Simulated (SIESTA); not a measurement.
PbS under changes of volume

One of the cells (26.686 Å³/atom); the others are scaled copies at fixed shape and fractional positions:

```
Pb S
1.0
     2.11266    1.21975    3.45192
    -2.11266    1.21975    3.45192
     0.00000   -2.43949    3.45192
Pb S
1 1
Direct
  0.98057 0.98057 0.98057
  0.47504 0.47504 0.47504
```

The cell is a database's computed one.

- Program: SIESTA 5.4.2
- Functional: LDA
- Potentials or basis: PseudoDojo 0.4 standard (LDA files)
- Basis: DZP (energy shift 0.003 Ry; two zetas on semicore shells)
- Grid cutoff: 500 Ry
- Energy shift: 0.003 Ry
- k mesh: 8 × 8 × 8
- Occupations: fermi-dirac, width 0.05 eV
- Spin: no spin polarisation

```tsv
volume (Å³/atom)	energy over the lowest point (meV/atom)	pressure (GPa)	gap on the mesh (eV)	largest force (eV/Å)
25.085	?	?	?	?
25.618	0.00	-0.6	0.26	0.044
26.152	4.17	-1.8	0.33	0.034
26.686	12.11	-2.9	0.40	0.021
27.220	23.43	-3.9	0.45	0.011
27.753	37.79	-4.7	0.51	0.002
28.287	54.80	-5.5	0.56	0.009
```

Task: What does the run at 25.085 Å³/atom give?

Result: Energy over the lowest point 0.06 meV/atom; pressure 0.7 GPa; gap on the mesh 0.19 eV; largest force 0.056 eV/Å.

Worked out: A Birch-Murnaghan fit of order 3 (a polynomial in V^(-2/3)) to the other rows has its minimum at 25.36 Å³/atom, just outside them, with B0 = V·E''(V) = 64 GPa and B' = 4.5 at fixed shape and positions, which overstates the stiffness. It gives 0.10 meV/atom at 25.085 Å³/atom, against the run's 0.06, and -dE/dV = 0.7 GPa, against 0.7. A parabola through the other rows of the gap, of slope 3.7 eV per unit of ln V (its deformation potential) there, extrapolates to 0.18 eV, against the run's 0.19.

Energies are extrapolated to zero smearing.

Caveats: spin-orbit coupling is left out, which as a rule narrows the gap of such compounds by several tenths of an eV; the basis of atomic orbitals isn't converged, which shifts pressures, moduli and gaps.

A mesh can miss the band edges.
